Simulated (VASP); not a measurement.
# TiCo, relaxation of the cell: which settings are enough?

TiCo, Pm-3m (no. 221), 2 atoms in the cell. LDA; PAW potentials Co, Ti_sv (LDA set). VASP 6.6.1. The cell is changed on purpose: volume scaled by 0.95.

Wanted: cell volume within 1 %; lattice lengths within 0.4 %; shortest distances from each atom, periodic images included within 0.02 Å.

What the run is for: cell; Accuracy asked: screening.

The series start from Plane-wave cutoff (eV): 410; Smearing width (eV): 0.07; k-point mesh: 10 × 10 × 10; Relaxation passes: 2; Ionic threshold (EDIFFG): -0.005; Electronic threshold (eV): 1e-6; Precision mode (PREC): Accurate; Relaxation algorithm: IBRION=2 POTIM=0.5. Each series keeps the choices made before it, and each single choice may use up half of a tolerance. Times cover all steps of a run.

## Plane-wave cutoff (eV)

| Plane-wave cutoff (eV) | Cell volume (Å³) | Lattice lengths, largest deviation against the largest value | Shortest distances from each atom, periodic images included, largest deviation (Å) | Time (s) |
|---|---|---|---|---|
| 280 | 24.31 | 0.11 % | 0.003 | 16 |
| 320 | 24.35 | 0.05 % | 0.001 | 25 |
| 360 | 24.29 | 0.13 % | 0.003 | 33 |
| 410 | 24.31 | 0.1 % | 0.003 | 25 |
| 480 | 24.38 | 0.0086 % | 0.000 | 47 |
| 580 | 24.38 | 0.0066 % | 0.000 | 52 |
| 720 (reference) | 24.39 | 0 % | 0.000 | 83 |

Chosen: 280, the loosest value from which every tighter one stays within half of the tolerance.

## Smearing width (eV)

| Smearing width (eV) | Cell volume (Å³) | Lattice lengths, largest deviation against the largest value | Shortest distances from each atom, periodic images included, largest deviation (Å) | Time (s) |
|---|---|---|---|---|
| 0.3 | 24.35 | 0.063 % | 0.002 | 17 |
| 0.2 | 24.33 | 0.027 % | 0.001 | 16 |
| 0.15 | 24.32 | 0.016 % | 0.000 | 16 |
| 0.1 | 24.31 | 0.0034 % | 0.000 | 28 |
| 0.07 | 24.31 | 0.001 % | 0.000 | 16 |
| 0.04 (reference) | 24.31 | 0 % | 0.000 | 16 |

Chosen: 0.3.

## k-point mesh

| k-point mesh | Cell volume (Å³) | Lattice lengths, largest deviation against the largest value | Shortest distances from each atom, periodic images included, largest deviation (Å) | Time (s) |
|---|---|---|---|---|
| 4 × 4 × 4 | 24.38 | 0.033 % | 0.001 | 11 |
| 5 × 5 × 5 | 24.37 | 0.014 % | 0.000 | 10 |
| 7 × 7 × 7 | 24.36 | 0.011 % | 0.000 | 15 |
| 8 × 8 × 8 | 24.36 | 0.00069 % | 0.000 | 13 |
| 10 × 10 × 10 | 24.35 | 0.0017 % | 0.000 | 17 |
| 12 × 12 × 12 (reference) | 24.36 | 0 % | 0.000 | 22 |

Chosen: 4 × 4 × 4.

## Relaxation passes

| Relaxation passes | Cell volume (Å³) | Lattice lengths, largest deviation against the largest value | Shortest distances from each atom, periodic images included, largest deviation (Å) | Time (s) |
|---|---|---|---|---|
| 1 | 24.41 | 0.04 % | 0.001 | 7.1 |
| 2 | 24.38 | 0 % | 0.000 | 11 |
| 3 (reference) | 24.38 | 0 % | 0.000 | 13 |

Chosen: 1.

## Ionic threshold (EDIFFG)

| Ionic threshold (EDIFFG) | Cell volume (Å³) | Lattice lengths, largest deviation against the largest value | Shortest distances from each atom, periodic images included, largest deviation (Å) | Time (s) |
|---|---|---|---|---|
| -0.05 | 24.43 | 0.033 % | 0.001 | 6.5 |
| -0.02 | 24.43 | 0.033 % | 0.001 | 6.7 |
| -0.01 | 24.41 | 0 % | 0.000 | 7.5 |
| -0.005 | 24.41 | 0 % | 0.000 | 7.1 |
| -0.002 (reference) | 24.41 | 0 % | 0.000 | 7.2 |

Chosen: -0.05.

## Electronic threshold (eV)

| Electronic threshold (eV) | Cell volume (Å³) | Lattice lengths, largest deviation against the largest value | Shortest distances from each atom, periodic images included, largest deviation (Å) | Time (s) |
|---|---|---|---|---|
| 0.0001 | 24.56 | 0.18 % | 0.005 | 5.9 |
| 1e-5 | 24.43 | 0.0048 % | 0.000 | 6.0 |
| 1e-6 | 24.43 | 0.0041 % | 0.000 | 6.5 |
| 1e-7 (reference) | 24.43 | 0 % | 0.000 | 6.9 |

Chosen: 1e-5.

## Precision mode (PREC)

| Precision mode (PREC) | Cell volume (Å³) | Lattice lengths, largest deviation against the largest value | Shortest distances from each atom, periodic images included, largest deviation (Å) | Time (s) |
|---|---|---|---|---|
| Normal | 24.44 | 0.0072 % | 0.000 | 5.2 |
| Accurate (reference) | 24.43 | 0 % | 0.000 | 6.0 |

Chosen: Normal.

## Relaxation algorithm

| Relaxation algorithm | Cell volume (Å³) | Lattice lengths, largest deviation against the largest value | Shortest distances from each atom, periodic images included, largest deviation (Å) | Time (s) |
|---|---|---|---|---|
| IBRION=2 POTIM=0.5 | 24.44 | 0 % | 0.000 | 5.2 |
| IBRION=2 POTIM=0.2 | 24.44 | 0.0014 % | 0.000 | 4.3 |
| IBRION=1 POTIM=0.5 | 24.44 | 0.0028 % | 0.000 | 5.2 |
| IBRION=1 POTIM=0.2 | 24.44 | 0.0014 % | 0.000 | 4.1 |

Chosen: IBRION=1 POTIM=0.2; it saves 1.1 s of 5.2, so IBRION=2 POTIM=0.5 would do nearly as well.

## All choices together

| Input | Cell volume (Å³) | Lattice lengths, largest deviation against the largest value | Shortest distances from each atom, periodic images included, largest deviation (Å) | Time (s) |
|---|---|---|---|---|
| the program's defaults (naive) | 24.3 | 0.098 % | 0.002 | 4.7 |
| chosen settings | 24.44 | 0.091 % | 0.002 | 4.1 |
| reference settings throughout | 24.37 | 0 % | 0.000 | 125 |

The tolerance is met.

Values of the reference run: Lattice lengths: 2.899, 2.899, 2.899 Å; Shortest distances from each atom, periodic images included: 2.511, 2.511, 2.511, 2.511, 2.511, 2.511, 2.511, 2.511 Å.

## The input

INCAR.step1:
```
SYSTEM = TiCo
GGA = CA
ISPIN = 2
MAGMOM = 2 1
LORBIT = 11
ISMEAR = 0
SIGMA = 0.3
LWAVE = .FALSE.
LCHARG = .FALSE.
NSW = 80
PREC = Normal
LASPH = .TRUE.
LREAL = .FALSE.
ALGO = Normal
EDIFF = 1E-5
NELM = 200
GGA_COMPAT = .FALSE.
IBRION = 1
ISIF = 3
EDIFFG = -0.05
NELMIN = 4
ENCUT = 280
LMAXMIX = 4
KPAR = 4
POTIM = 0.2
```

INCAR.step2, as INCAR.step1 but for:
```
- NSW = 80
- IBRION = 1
- ISIF = 3
- EDIFFG = -0.05
- NELMIN = 4
- POTIM = 0.2
+ ISIF = 2
```

KPOINTS:
```
Automatic mesh
0
Gamma
  4 4 4
  0 0 0
```

POSCAR.step1:
```
TiCo
1.0
    2.9354891599      0.0000000000      0.0000000000
    0.0000000000      2.9354891599      0.0000000000
    0.0000000000      0.0000000000      2.9354891599
Co Ti
1 1
Direct
    0.5000000000      0.5000000000      0.5000000000
    0.0000000000      0.0000000000      0.0000000000
```

Commands (each step's output is kept before the next begins):
```
cat potpaw_LDA.64/Co/POTCAR potpaw_LDA.64/Ti_sv/POTCAR > POTCAR
cp INCAR.step1 INCAR
cp POSCAR.step1 POSCAR
mpirun -np 8 vasp_std > vasp.out
cp CONTCAR POSCAR
cp INCAR.step2 INCAR
mpirun -np 8 vasp_std > vasp.out
```

The naive input happens to agree within the tolerance here, in 4.7 s.

Limits: The moments start parallel; another order may lie lower.

The chosen input took VASP 6.6.1 4.1 s on 8 cores (AMD EPYC 7R13 (Zen 3)), a shared host.

## An input that fails: too few ionic steps

It gives no converged result.

Changes against the starting input:
```
- NSW = 80
- NELM = 200
+ NSW = 2
+ NELM = 61
```
